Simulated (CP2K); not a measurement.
Crystal: Si2Mo.

```
CELL_PARAMETERS angstrom
4.53529 0.00000 0.00000
2.27744 3.92200 0.00000
-3.40636 -1.96100 2.26274
ATOMIC_POSITIONS crystal
Mo 0.00000 0.00000 0.00000
Si 0.66700 0.66700 0.00000
Si 0.33300 0.33300 0.00000
```

Base run:

| Property | Result |
| --- | --- |
| Program | CP2K 2026.2 |
| Functional | PBE |
| Potentials or basis | GTH_POTENTIALS Mo GTH-PADE-q14, Si GTH-PADE-q4; DZVP-MOLOPT-SR-GTH basis |
| Density cutoff | 6123 eV |
| k mesh | 12 × 12 × 12 |
| Occupations | fermi-dirac, width 0.05 eV |
| Spin | no spin polarisation |

Its results: band gap on the k mesh none (metal or under the smearing width); pressure -2.2 GPa; largest force 0.255 eV/Å.

Question: The run is repeated on the same cell with these changes: potentials or basis from GTH_POTENTIALS Mo GTH-PADE-q14, Si GTH-PADE-q4; DZVP-MOLOPT-SR-GTH basis to POTENTIAL_UZH Mo GTH-PBE0-q14, Si GTH-PBE0-q4; DZVP-MOLOPT-SR-GTH basis; potentials from Mo GTH-PADE-q14 of GTH_POTENTIALS, Si GTH-PADE-q4 of GTH_POTENTIALS to Mo GTH-PBE0-q14 of POTENTIAL_UZH, Si GTH-PBE0-q4 of POTENTIAL_UZH. What comes out?

Answer: Band gap on the k mesh none (metal or under the smearing width); pressure 2.1 GPa; largest force 0.279 eV/Å.

Caveats: the basis of atomic orbitals isn't converged, which shifts pressures, moduli and gaps; the potentials were made for another functional, which shifts forces and pressure (some runs).
